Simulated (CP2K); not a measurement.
Runs of CP2K 2026.2 on AlAu. It takes space group Pm-3m (No. 221, cubic). Conventional cell: a = 3.224 Å, b = 3.224 Å, c = 3.224 Å, α = 90.00°, β = 90.00°, γ = 90.00°. Au (site symmetry m-3m) has 8 Al at 2.79 Å as nearest neighbours. Al (site symmetry m-3m) is surrounded by 8 Au at 2.79 Å. The cell comes from a database or a generator and needn't be the stable form of this composition.

| task | level | potentials or basis | smearing | EPS_DEFAULT | NGRIDS | points a segment of the path (NPOINTS) | bands added on the path | CUTOFF of the grids | gap on the mesh (eV) | pressure (GPa) | V0 of scaled cells (Å³/atom) | B0 (GPa) |
| --- | --- | --- | --- | --- | --- | --- | --- | --- | --- | --- | --- | --- |
| band structure | LDA | GTH_POTENTIALS Au GTH-PADE-q11, Al GTH-PADE-q3; TZVP-MOLOPT-PBE-GTH basis | fermi-dirac 0.0259 eV | 1.0E-10 | 4 | 8 | 2 | 500 Ry | none | -6.4 | - | - |
| equation of state | r2SCAN | POTENTIAL_UZH Au GTH-SCAN-q11, Al GTH-SCAN-q3; TZVP-MOLOPT-SCAN-GTH basis | fermi-dirac 0.1 eV | 1.0E-9 | 5 | - | - | 675 Ry | - | - | (b) | (a) |
| band structure | r2SCAN | POTENTIAL_UZH Au GTH-SCAN-q11, Al GTH-SCAN-q3; TZVP-MOLOPT-SCAN-GTH basis | fermi-dirac 0.0259 eV | 1.0E-9 | 4 | 6 | 6 | 675 Ry | none | -4.8 | - | - |
| equation of state | LDA | GTH_POTENTIALS Au GTH-PADE-q11, Al GTH-PADE-q3; TZVP-MOLOPT-PBE-GTH basis | fermi-dirac 0.05 eV | 1.0E-9 | 4 | - | - | 500 Ry | - | - | 15.85 | 133 |

Alike in all rows: no spin polarisation; cell as given; k mesh 8 × 8 × 8.

Question: Estimate the missing entries.

Answer: (a) 137; (b) 16.14.

Caveats: with these potentials and basis sets, volumes of gold and of layered tellurides can stand 1.5 % and more from those of plane-wave programs; the basis of atomic orbitals isn't converged, which shifts pressures, moduli and gaps.

A k mesh can miss the band edges, and the runs leave out spin-orbit coupling on Au.

A gap of «none» marks a metal or a gap under the smearing width.

Not every run made on this cell is shown here.
